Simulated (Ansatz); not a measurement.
KBr built on the wurtzite prototype (it has left that coordination), relaxed with r2SCAN, was run in Ansatz under altered settings. All numbers are computed, without spin polarisation but where a row says otherwise.

```yaml
crystal:
  lattice:
    - [5.61858, 0.00000, 0.00000]
    - [-2.80929, 4.86583, 0.00000]
    - [0.00000, 0.00000, 6.55383]
  atoms:
    - { symbol: K, position: [0.33333, 0.66667, 0.93750] }
    - { symbol: K, position: [0.66667, 0.33333, 0.43750] }
    - { symbol: Br, position: [0.33333, 0.66667, 0.43750] }
    - { symbol: Br, position: [0.66667, 0.33333, 0.93750] }
```

The base run's other keys:
```yaml
kpoints:
  mp_grid: { grid: [3, 3, 2] }
hamiltonian:
  xc: hse06
scf:
  occupations: { method: fixed }
  n_extra_bands: 5
```

It takes 11 iterations with 3549 plane waves at 420 eV and 6 k points, and leaves a mean stress of +0.25 GPa. The gap over this mesh is 5.299 eV. It ran on 4 threads of Arm Neoverse N1 (shared host).

Outcomes, with energy and stress as changes against the base:
```csv
setting,outcome,ΔF (meV/atom),Δ mean stress (GPa),gap on the mesh (eV),iterations,wall time
"PBE hybrid, exx coeff 0.1, omega 0.2078 1/Å",converged,–,+0.1,4.626,10,16 s
"PBE hybrid, exx coeff 0.3, unscreened",converged,–,0.0,6.398,13,18 s
scf.occupations: fermi_dirac 0.5,converged,-1.4,0.0,5.299,16,19 s
```
A dash marks a value that wasn't obtained or can't be compared. Stress is positive in compression. The base took 18 s. The base's mesh is coarse for a hybrid, so its own values aren't converged.

- PBE hybrid, exx coeff 0.1, omega 0.2078 1/Å. That is 10 % exact exchange, screened with ω = 0.2078 1/Å, against HSE06's 25 % screened at 0.208 1/Å. The mean stress moves by +0.1 GPa and the gap on the mesh by -0.674 eV (to 4.626). Totals of different functionals aren't comparable.
- PBE hybrid, exx coeff 0.3, unscreened. That is 30 % exact exchange, at all ranges, against HSE06's 25 % screened at 0.208 1/Å. The mean stress moves by 0.0 GPa and the gap on the mesh by +1.099 eV (to 6.398). Totals of different functionals aren't comparable.
- scf.occupations: fermi_dirac 0.5. The free energy moves by -1.4 meV an atom, the mean stress by 0.0 GPa and the gap on the mesh by 0.000 eV (to 5.299). The term −TS is -10.4 meV an atom. The width begins to be felt.

Spin-orbit coupling is left out.

The stress of a hybrid is loosely converged in these runs.

The meshes of the hybrids are coarse, so their gaps aren't converged to the digits shown.
